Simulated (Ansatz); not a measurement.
**ZnSe: energy against volume and a worked fit**

```yaml
crystal:
  lattice:
    - [0.00000, 2.83380, 2.83380]
    - [2.83380, 0.00000, 2.83380]
    - [2.83380, 2.83380, 0.00000]
  atoms:
    - { symbol: Se, position: [0.75000, 0.75000, 0.75000] }
    - { symbol: Zn, position: [0.00000, 0.00000, 0.00000] }
```

The cell was scaled at fixed shape and fractions and run with Ansatz, Ansatz PAW, cutoff 500 eV; r2SCAN+D4, k mesh 8 × 8 × 8 on the cell of 2 atoms, fermi-dirac occupations of 0.05 eV, no spin polarisation, no spin-orbit coupling. The potentials were made for PBE. Energies are those that the program minimises, any entropy of the smearing included.

```tsv
V (Å³/atom)	energy over the lowest row (meV/atom)
21.3912	11.685
21.8463	3.590
22.3015	0.000
22.7566	0.449
23.2117	4.513
23.6669	?
24.1220	22.032
```

Task: Fit the third-order Birch-Murnaghan form, give V0, B0 and B′, and predict the energy left open.

Result: With y = (V0/V)^(2/3), E = E0 + (9 V0 B0/16) [(y - 1)³ B′ + (y - 1)² (6 - 4y)]. Least squares through the rows shown give V0 = 22.4739 Å³/atom, E0 = -0.281 meV, B0 = 67.23 GPa (1 eV/Å³ = 160.218 GPa) and B′ = 4.42, with a largest miss of 0.002 meV. At V = 23.6669 the form with these constants gives 11.820 meV; the run gave 11.821 meV an atom. Measured volume: 22.77 Å³/atom at 300 K (a printed reference work), so the fit lies -1.3 % from it. The runs are for a static lattice.
